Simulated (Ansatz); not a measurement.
Method: DFT PBE, scalar-relativistic, plane waves, PAW in Ansatz 0.2.0. All cells share a 420 eV cutoff and Γ-centred k meshes spaced at most about 0.3 Å⁻¹ (about 0.25 or finer for metals, 2π included). No spin polarisation.

Each guess is relaxed in cell and atoms at zero pressure, on a coarse mesh first where it starts far from rest and then on a converged one. The steps can't lower the symmetry of the start, but it can rise. Energies are static (0 K, no zero-point motion).

Two unrelaxed guesses for Si4O:

A.

```
Si O
1.0
     2.82140    0.00000    0.00000
    -1.41070    2.44341    0.00000
     0.00000    0.00000    9.07217
Si O
4 1
Direct
  0.33333 0.66667 0.86586
  0.33333 0.66667 0.37680
  0.66667 0.33333 0.13414
  0.66667 0.33333 0.62320
  0.00000 0.00000 0.00000
```

B.

```
Si O
1.0
    -2.07522    2.07522    3.80196
     2.07522   -2.07522    3.80196
     2.07522    2.07522   -3.80196
Si O
4 1
Direct
  0.74815 0.74815 0.00000
  0.50000 0.00000 0.50000
  0.00000 0.50000 0.50000
  0.25185 0.25185 0.00000
  0.00000 0.00000 0.00000
```

Task: Do they relax into the same structure? If not, which is lower?

Result: No. B ends lower, by 130 meV/atom. A: P-3m1 at 12.5 Å³/atom → P-3m1 at 13.0 Å³/atom; B: I4/mmm at 13.1 Å³/atom → I4/mmm at 15.1 Å³/atom. Counting Si atoms around O (those within 1.25 times the shortest such distance or 1.15 times the sum of covalent radii, 1.27 where that leaves under three; the shortest distance is added where it exceeds 1.18 times the sum of covalent radii), the end of A has O 6 from 2.2 Å and the end of B has O 4. The end of B holds Si–Si nets (shortest 2.49 Å); in the end of A the shortest Si–Si distance is 2.70 Å, near bonding range too. End of A. Conventional cell: a = 2.696 Å, c = 10.307 Å. Around Si on its first site lie 3 O at 2.20 Å, 6 Si at 2.70 Å and 3 Si at 2.94 Å; around Si on its second site lie 9 Si at 2.70 Å and 3 Si at 2.94 Å; around O lie 6 Si at 2.20 Å and 6 O at 2.70 Å. End of B. Conventional cell: a = 4.003 Å, c = 9.433 Å. Si on a site of symmetry 4mm has 4 Si at 2.49 Å; Si on a site of symmetry mmm has 2 O at 2.00 Å and 4 Si at 2.49 Å; around O lie 4 Si at 2.00 Å.

Ends held by symmetry can be saddle points. No dispersion correction is applied, so the spacing and binding between layers, chains or molecules are poorly described (I4/mmm, P-3m1), and this can change margins and order among such cells.
